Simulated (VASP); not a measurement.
# How biaxial strain in the (111) plane changes BP (F-43m), part 2 of 2

Wanted: the response of BP to biaxial strain in the (111) plane, as a table, with a fit that predicts a row left out.

VASP 6.6.1, plane waves and PAW; the level of theory is named at each step.

So far: Set-up; Relax the crystal, LDA; Strain along the normal, LDA; Band edges, TB-mBJ with spin-orbit coupling; Band edges, r2SCAN with spin-orbit coupling.

**5. Band edges, r2SCAN with spin-orbit coupling (continued)**

Level of this step: r2SCAN, spin-orbit coupling; plane waves and PAW (B, P); cell typed or built by script (VASP).

Parts of OUTCAR (step 5):

```text
  Total        0.7912206      0.7912206      0.7912206     -0.1191911     -0.1191911     -0.1191911
  in kB       56.5377511     56.5377511     56.5377511     -8.5169617     -8.5169617     -8.5169617
  external PRESSURE =      56.5377511 kB  Pullay stress =       0.0000000 kB

 POSITION                                       TOTAL-FORCE (eV/Angst)
 -----------------------------------------------------------------------------------
      0.00086      0.00086      0.00086        -0.003256     -0.003256     -0.003256
      1.12273      1.12273      1.12273         0.003256      0.003256      0.003256
 -----------------------------------------------------------------------------------
    total drift:                               -0.000052     -0.000052     -0.000052

  FREE ENERGIE OF THE ION-ELECTRON SYSTEM (eV)
  ---------------------------------------------------
  free  energy   TOTEN  =       -58.9110338155 eV

  energy  without entropy=      -58.9110338155  energy(sigma->0) =      -58.91103382

[... 2 parts as in an earlier step ...]

[... 1 further part left out ...]
[key lines of the parts left out:]
E-fermi :   8.2131
```

Read from the output:

- energy(sigma→0) of the program: -58.9110 eV
- stress, compression positive: 3.95 along [111], 6.51 across it (mean), GPa

The run ends at a pressure of 5.65 GPa, with forces up to 0.0056 eV/Å.

**6. The table**

Runs beyond LDA use the data sets made with LDA; this shifts their levels slightly, and their total energies have another zero (at TB-mBJ, which has no energy functional, they mean nothing).

The other members went through these steps as far as the tables show, with the same cutoff and, step by step, the same mesh; 42 runs are not shown. The session took 3.1 core hours (wall time by ranks) on a shared machine.

| in-plane strain (%) | strain along the normal (%) | in-plane stress, tension positive (GPa) | energy above the unstrained row (meV/atom) | gap on the mesh, LDA (eV) |
| --- | --- | --- | --- | --- |
| -2.000 | 0.444 | -10.217 | 14.053 | 0.976 |
| -1.500 | 0.328 | -7.513 | 7.846 | 1.038 |
| -1.000 | 0.216 | -4.912 | 3.476 | 1.093 |
| -0.500 | 0.106 | -2.410 | 0.878 | 1.139 |
| 0 | 0.000 | -0.005 | 0.000 | 1.176 |
| 0.500 | -0.100 | 2.301 | 0.780 | 1.150 |
| 1.000 | -0.201 | 4.514 | 3.173 | 1.121 |
| 1.500 | -0.299 | 6.634 | 7.116 | 1.090 |
| 2.000 | -0.399 | 8.663 | 12.561 | 1.058 |

Slopes at zero strain, from cubics through all rows: strain ratio -0.207, stress over strain 471 GPa.

Band edges at TB-mBJ with spin-orbit coupling, counted from the valence-band top at Γ, spin-orbit pairs averaged, with one row partly withheld:

| in-plane strain (%) | gap (eV) | conduction band at Γ (eV) | Δ or X valley along z (eV) | Δ or X valley along x (eV) | lowest conduction level at L, [111] (eV) | lowest conduction level at L, [-111] (eV) | second valence level below the top (eV) | third valence level below the top (eV) |
| --- | --- | --- | --- | --- | --- | --- | --- | --- |
| -2.000 | 1.828 | 3.961 | 1.827 | 1.827 | 5.209 | 4.706 | 0.026 | 0.305 |
| -1.500 | 1.885 | 4.056 | 1.885 | 1.885 | 5.090 | 4.721 | 0.026 | 0.224 |
| -1.000 | 1.935 | 4.146 | 1.935 | 1.935 | 4.971 | 4.731 | 0.025 | 0.149 |
| -0.500 | 1.979 | 4.227 | 1.978 | 1.978 | 4.852 | 4.734 | 0.021 | 0.084 |
| 0 | 2.016 | 4.280 | 2.015 | 2.015 | 4.733 | 4.733 | 0.000 | 0.042 |
| 0.500 | 1.999 | 4.213 | 1.998 | 1.998 | 4.565 | 4.678 | 0.048 | 0.081 |
| 1.000 | 1.975 | 4.135 | 1.974 | 1.974 | ? | 4.619 | 0.098 | 0.129 |
| 1.500 | 1.950 | 4.060 | 1.950 | 1.950 | 4.233 | 4.561 | 0.143 | 0.173 |
| 2.000 | 1.925 | 3.988 | 1.925 | 1.925 | 4.074 | 4.506 | 0.183 | 0.213 |

Band edges at r2SCAN with spin-orbit coupling, counted from the valence-band top at Γ, spin-orbit pairs averaged:

| in-plane strain (%) | gap (eV) | conduction band at Γ (eV) | Δ or X valley along z (eV) | Δ or X valley along x (eV) | lowest conduction level at L, [111] (eV) | lowest conduction level at L, [-111] (eV) | second valence level below the top (eV) | third valence level below the top (eV) |
| --- | --- | --- | --- | --- | --- | --- | --- | --- |
| -2.000 | 1.191 | 3.333 | 1.189 | 1.189 | 4.826 | 4.287 | 0.025 | 0.306 |
| -1.500 | 1.250 | 3.429 | 1.249 | 1.249 | 4.698 | 4.306 | 0.025 | 0.224 |
| -1.000 | 1.300 | 3.518 | 1.300 | 1.300 | 4.570 | 4.316 | 0.024 | 0.149 |
| -0.500 | 1.343 | 3.600 | 1.343 | 1.343 | 4.441 | 4.317 | 0.021 | 0.084 |
| 0 | 1.380 | 3.652 | 1.380 | 1.380 | 4.313 | 4.313 | 0.000 | 0.041 |
| 0.500 | 1.362 | 3.585 | 1.361 | 1.361 | 4.137 | 4.255 | 0.049 | 0.081 |
| 1.000 | 1.337 | 3.506 | 1.336 | 1.336 | 3.960 | 4.191 | 0.099 | 0.129 |
| 1.500 | 1.310 | 3.430 | 1.310 | 1.310 | 3.788 | 4.128 | 0.145 | 0.174 |
| 2.000 | 1.284 | 3.358 | 1.284 | 1.284 | 3.620 | 4.068 | 0.185 | 0.215 |

**7. A fit to the known rows**

The quantity to fit is the splitting of the lowest conduction levels at the L points ([111] less [-111]) at TB-mBJ with spin-orbit coupling: 0.502, 0.369, 0.240, 0.118, 0.000, -0.113, -0.329, -0.432 eV in the rows shown.

Fitting a parabola to the 8 known rows (d: strain along the axis less the strain across it, in %) gives E = 0.005301 d² + 0.1924 d − 3.22e-4 in eV; the residuals are 7.5e-4 eV r.m.s.

For the withheld row, d = -1.201, the fit gives -0.2238 eV.

**8. The withheld row**

The calculation gives -0.2226 eV, so the prediction is 0.0012 eV too low, within twice the residual of the fit.

The splitting is Ξu times 8/9 of d, with d as a fraction, so the linear term gives Ξu = 21.6 eV.

**9. Summary of results**

```json
{
  "ratio of normal to in-plane strain": "-0.207",
  "biaxial modulus": "471 GPa",
  "gap of the unstrained cell, TB-mBJ with spin-orbit coupling": "2.02 eV",
  "gap of the unstrained cell, r2SCAN with spin-orbit coupling": "1.38 eV",
  "shear deformation potential Ξu of the lowest conduction levels at L": "21.6 eV",
  "error of the predicted row": "-1.2 meV"
}
```

As a check, the curvature of the energy gives 471 GPa for the same modulus (energy per volume = M × strain²), 0 % from the slope of the stress. At TB-mBJ with spin-orbit coupling the lowest conduction valley is Δ or X throughout, and the gap runs between 1.83 and 2.02 eV. At r2SCAN with spin-orbit coupling the lowest conduction valley is Δ or X throughout, and the gap runs between 1.19 and 1.38 eV. Hole masses are left out throughout, since the top bands are degenerate or cross in many series; of conduction masses, those of the Γ, L and (for Si and Ge under (001) strain) Δ valleys are kept where they change by under an eighth between rows. TB-mBJ is a potential fitted for gaps; it has no energy functional, so its total energies and forces mean nothing, and its bands tend to come out too narrow. r2SCAN opens gaps somewhat over GGA but leaves them below measured values as a rule. Δ or X levels are the lowest on their line, refined by a parabola unless they lie at X; the gap is read from all points sampled and can differ from the lowest valley by some meV, or by tens of meV where strain moves the valence top off Γ. Temperature, zero-point motion and excitons are left out.

[Lines on the potential files, build, host, timing and source positions are cut from VASP's logs without a mark.]

[Logs are printed without paths, hosts, clocks, repeated set-up lines and the standing remarks that a program may print on its own settings, such as how far it seeks lower states.]

[Hosts, paths, dates, database ids (printed as entryN), source tags and the programs' standing remarks are cut or masked in the printed files.]

[In band tables of VASP the shares of atoms and orbitals are scaled to a sum of 1 inside the atoms' spheres.]
